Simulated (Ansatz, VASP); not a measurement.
**One calculation of Fe, two programs**

The input INCAR:

```
SYSTEM = Fe
PREC = Accurate ; ENCUT = 520
EDIFF = 1E-7 ; ISMEAR = -1
SIGMA = 0.05 ; LREAL = .False.
LASPH = .True. ; NELM = 150
ALGO = Fast ; ISIF = 2
LWAVE = .False. ; LCHARG = .True.
ISPIN = 2 ; MAGMOM = 3
LORBIT = 11 ; LMAXMIX = 4
GGA = PE ; LELF = .True.
LVHAR = .True. ; NBANDS = 14
```

The input KPOINTS:

```
Automatic mesh
0
Gamma
  11 11 11
  0 0 0
```

Contents of POSCAR:

```
Fe
1.0
   -1.3852800000      1.3852800000      1.4430000000
    1.3852800000     -1.3852800000      1.4430000000
    1.3852800000      1.3852800000     -1.4430000000
Fe
1
Direct
    0.0000000000      0.0000000000      0.0000000000
```

File input.yaml:

```yaml
crystal:
  lattice:
    - [-1.38528, 1.38528, 1.443]
    - [1.38528, -1.38528, 1.443]
    - [1.38528, 1.38528, -1.443]
  atoms:
    - { symbol: Fe, position: [0.0, 0.0, 0.0], spin: 3.0 }
hamiltonian:
  xc: pbe
  pseudopotentials: { kind: paw }
magnetization:
  spin_polarized: true
kpoints:
  mp_grid: { grid: [11, 11, 11] }
  band_path:
    path:
      - [[0.0, 0.0, 0.0], [0.0, 0.0, 0.5], [-0.4608, 0.4608, 0.5], [-0.4804, 0.4804, 0.4804], [0.0, 0.0, 0.0], [0.5, 0.5, -0.5], [0.4804, 0.5196, -0.4804], [0.0, 0.5, 0.0], [0.25, 0.25, 0.25], [0.5, 0.5, -0.4608], [0.5, 0.5, -0.5]]
      - [[0.0, 0.0, 0.5], [0.25, 0.25, 0.25]]
    npoints: 14
scf:
  occupations: { method: fermi_dirac, width: 0.05 }
  n_extra_bands: 6
output:
  forces: true
  stress: true
  eigenvalues: true
  fatbands: true
```

Alike in both runs: functional PBE; k mesh 11 × 11 × 11; occupations fermi-dirac, width 0.05 eV; collinear spin.

```csv
,VASP,Ansatz
version,VASP 6.6.1,Ansatz 0.2.0
potentials or method,"VASP PAW PBE potentials, release 64 (Fe)",Ansatz PAW
plane-wave cutoff (eV),520,420
valence electrons in the cell,8,16
task,single point,band structure
```

Ansatz gave:

```
gap on the k mesh at the Fermi level (eV)                     : none
pressure (GPa)                                                : 6.6
largest component of the traceless stress (GPa)               : 3.27
net moment per atom (μB)                                      : 2.20
size of the moment on the site where the two differ most (μB) : 2.24
```

Problem. Estimate VASP's values.

Solution. gap on the k mesh at the Fermi level (eV): none; pressure (GPa): 6.3; largest component of the traceless stress (GPa): 3.42; net moment per atom (μB): 2.21; size of the moment on the site where the two differ most (μB): 2.20.

Site moments also hang on the region over which each program counts them. A gap of «none» marks a metal or a gap that the smearing closes. The two sets of potentials don't hold the same shells in valence.
